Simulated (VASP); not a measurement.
## GaSb: single point with revPBE+D4

**Measured values to compare with.**

A printed reference work, data compilation reports, for a bulk crystal of GaSb at 4.2 K: band gap 0.811 eV (direct).

GaSb:

```
Ga Sb
1.0
     0.00000    3.05456    3.05456
     3.05456    0.00000    3.05456
     3.05456    3.05456    0.00000
Ga Sb
1 1
Cartesian
  0.0000 0.0000 0.0000
  4.5818 4.5818 4.5818
```

| Quantity | Value |
| --- | --- |
| Program | VASP 6.6.1 |
| Task | single point |
| Functional | revPBE |
| Dispersion | D4 |
| Potentials or basis | VASP PAW PBE potentials, release 64 (Ga_d, Sb) |
| Cutoff | 500 eV |
| k mesh | 6 × 6 × 6 |
| Occupations | gaussian, width 0.05 eV |
| Spin | no spin polarisation |
| Dipole correction | no |
| Further INCAR settings | ALGO = Normal; EDIFF = 1e-06; NBANDS = 16 |

```yaml
Pressure: -0.4 GPa
Band_gap_on_the_k_mesh: 0.14 eV, direct
Dispersion_energy_per_atom: -0.665 eV
```

Levels at points of the mesh, in eV from the valence-band top:
| k point | band 6 | band 7 | band 8 | band 9 | band 10 | band 11 | band 12 | band 13 |
| --- | --- | --- | --- | --- | --- | --- | --- | --- |
| (0.00, 0.00, 0.00) | -11.48 | 0.00 | 0.00 | 0.00 | 0.14 | 2.78 | 2.78 | 2.78 |
| (0.50, 0.00, 0.00) | -9.85 | -6.36 | -1.16 | -1.16 | 0.47 | 3.76 | 3.76 | 6.59 |
| (0.50, 0.50, 0.00) | -9.01 | -6.81 | -2.58 | -2.58 | 0.95 | 1.31 | 8.73 | 8.73 |

It took 25 s on 1 thread of Intel Xeon 8259CL (shared host), peak memory 0.18 GiB.

A measured gap of GaSb is 0.811 eV (direct; 4.2 K; a printed reference work, data compilation); the calculated 0.14 eV misses it by -0.67 eV. Spin-orbit coupling on Ga, Sb is left out. The value is that of revPBE+D4 on a finite k mesh, which can miss the band edges, without temperature or zero-point motion. Semilocal functionals fall short of measured gaps as a rule.

Caveat: the PAW data sets were made with another functional, which shifts forces and pressure a little; spin-orbit coupling is left out, which moves the levels of the heavy elements.
